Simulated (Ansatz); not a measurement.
## A series in volume per atom on LiH

Results calculated with Ansatz 0.2.0, not measured. Periodic Kohn-Sham DFT of a crystal at fixed atoms; pressure and stress are positive in compression; the energy is the free energy less that of spherical unpolarised free atoms; site moments are those in the method's own spheres, positive along +z.

Cell of the first row (space group Fm-3m, No. 225):
```
LiH
1.0
      0.0000     1.9910     1.9910
      1.9910     0.0000     1.9910
      1.9910     1.9910     0.0000
Li H
1 1
Direct
  0.00000 0.00000 0.00000
  0.50000 0.50000 0.50000
```

Settings of every row: method frozen-core PAW; functional LDA; relativity scalar; k mesh 11x11x11; filling fermi-dirac; smearing width 0.03 eV; wave cutoff 420 eV; paw set soft_2.

Atom start moment: 0 on all atoms.

Limits: PAW files made with PBE.

| row | volume per atom (Å³) | pressure (GPa) |
| --- | --- | --- |
| 1 | 7.893 | -2.056 |
| 2 | 8.061 | -2.737 |
| 3 | 8.228 | ? |
| 4 | 8.312 | -3.645 |
| 5 | 8.396 | -3.92 |
| 6 | 8.48 | -4.182 |
| 7 | 8.564 | -4.432 |
| 8 | 8.732 | -4.898 |
| 9 | 8.9 | -5.321 |

Question: what pressure should row 3 give?

Worked fit of pressure. Take u = (V_r/V)^(2/3) − 1 with V_r = 8.438 Å³ an atom, which is twice the finite (Eulerian) strain; such expansions in the strain, on which the Birch-Murnaghan equation of state is built, carry the rest volume and the bulk modulus. The shown rows have u = 0.04552, 0.03094, 0.01008, 0.00333, -0.0033, -0.00983, -0.02257, -0.03491. Least squares give pressure = −4.0525 + 39.596 × u + 93.77 × u² GPa; a straight line predicts inner rows, each left out in turn, worse (root mean square 0.05 against 0.00087 GPa). The rows lie off it by 0.000, 0.001, -0.001, 0.000, 0.000, 0.001, 0.000, 0.000. The withheld row has u = 0.01694, so the fit gives −4.0525 + 39.596 × (0.01694) + 93.77 × (0.01694)² = -3.355 GPa.

The calculation gave -3.356 GPa. The fit lies 0.001 GPa (0.031 % of the column's range) above it, one unit of the last digit.
